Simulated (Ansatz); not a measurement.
The system is SnSe2.

```
Sn Se
1.0
     3.81100    0.00000    0.00000
    -1.90550    3.30042    0.00000
     0.00000    0.00000    6.13600
Sn Se
1 2
Direct
  0.00000 0.00000 0.00000
  0.66667 0.33333 0.75100
  0.33333 0.66667 0.24900
```

Base run:

```yaml
Program: Ansatz 0.2.0
Functional: PBE
Potentials_or_basis: all-electron LAPW, scalar-relativistic
Cutoff: 227 eV (chosen from the basis error)
Basis_error_allowed: 0.003 eV/atom
k_mesh: 6 × 6 × 4
Occupations: fermi-dirac, width 0.03 eV
Spin: no spin polarisation
```

Its results: band gap on the k mesh 0.83 eV, indirect (least direct gap 1.11 eV); pressure 5.6 GPa; largest force 0.778 eV/Å.

Question: The run is repeated on the same cell with these changes: basis error allowed from 0.003 eV/atom to 0.002 eV/atom; k mesh from 6 × 6 × 4 to 4 × 4 × 2. What comes out?

Answer: Band gap on the k mesh 0.88 eV, indirect (least direct gap 1.10 eV); pressure 5.9 GPa; largest force 0.741 eV/Å.

Caveats: some runs use coarse meshes; spin-orbit coupling is left out, which moves the levels of the heavy elements; this functional lacks dispersion, which binds the layers, so the pressure and a relaxed spacing across them are unreliable.

A k mesh can miss the band edges.
